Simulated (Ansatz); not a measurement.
This Ansatz 0.2.0 run on CoPdO2 needs a look.

The input input.yaml:

```yaml
crystal:
  lattice:
    - [1.4316899074, 0.8265865534, 5.9577715763]
    - [-1.4316899074, 0.8265865534, 5.9577715763]
    - [0.0, -1.6531731068, 5.9577715763]
  atoms:
    - { symbol: Pd, position: [0.0, 0.0, 0.0] }
    - { symbol: Co, position: [0.5, 0.5, 0.5], spin: 2.0 }
    - { symbol: O, position: [0.112476, 0.112476, 0.112476] }
    - { symbol: O, position: [0.887524, 0.887524, 0.887524] }
hamiltonian:
  xc: pbesol
  pseudopotentials: { kind: paw }
magnetization:
  spin_polarized: true
kpoints:
  mp_grid: { grid: [11, 11, 11] }
scf:
  occupations: { method: fermi_dirac, width: 0.05 }
  n_extra_bands: 10
  mixing_beta: 60
  max_iter: 100
output:
  forces: true
  stress: true
  eigenvalues: true
  dos: { projected: true, de: 0.05, nscf_kmesh: { grid: [17, 17, 17] } }
```

Potentials or basis: Ansatz PAW.

Command:

```console
$ ansatz run input.yaml --threads 2 --pin off --max-ram 5632MiB --backend cpu --events-out ev --progress --plain --runs-dir out
```

Output:

```text
Error: YAML parse error: error: line 21 column 3: unknown field `mixing_beta`, expected one of max_iter, algorithm, n_extra_bands, self_checks, convergence, lower_state_search, omitted_lower_state_checks, lower_solution_reach, mixing, occupations, eigensolver, initial_density, exx
  --> <input>:21:3
   |
19 |   occupations: { method: fermi_dirac, width: 0.05 }
20 |   n_extra_bands: 10
21 |   mixing_beta: 60
   |   ^ unknown field `mixing_beta`, expected one of max_iter, algorithm, n_extra_bands, self_checks, convergence, lower_state_search, omitted_lower_state_checks, lower_solution_reach, mixing, occupations, eigensolver, initial_density, exx
22 |   max_iter: 100
23 | output:
   |
```

Q: Diagnose the run.

A: The program refused the input. The input holds a flaw that was put in on purpose: a keyword of another program (scf.mixing_beta = 60).

A sound run on the same cell differs in these lines of the main input:
```diff
@@ -21,2 +20,0 @@
-  mixing_beta: 60
-  max_iter: 100
```
